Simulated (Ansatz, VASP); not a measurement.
**One calculation of ZrC, two programs**

```
Zr C
1.0
     0.00000    2.38114    2.38114
     2.38114    0.00000    2.38114
     2.38114    2.38114    0.00000
Zr C
1 1
Direct
  0.50000 0.50000 0.50000
  0.00000 0.00000 0.00000
```

Change from the starting cell: volume scaled by 1.04, PAW files.

Alike in both runs: task electric field gradients; functional PBE; k mesh 15 × 15 × 15; occupations fermi-dirac, width 0.05 eV; no spin polarisation.

|  | VASP | Ansatz |
| --- | --- | --- |
| version | VASP 6.6.1 | Ansatz 0.2.0 |
| potentials or method | VASP PAW PBE potentials, release 64 (Zr_sv, C) | PAW with Ansatz's default frozen-core files, scalar-relativistic |
| plane-wave cutoff (eV) | 520 | 420 |
| valence electrons in the cell | 16 | 16 |

Ansatz gave:

* pressure (GPa): -7.1
* Vzz of the field gradient on the site that differs most (V/Å²): 0.0

Problem. Which values does VASP return?

Solution. Pressure (GPa): -6.8; Vzz of the field gradient on the site that differs most (V/Å²): 0.0.

Ansatz warned: «gradients_without_spin_orbit».
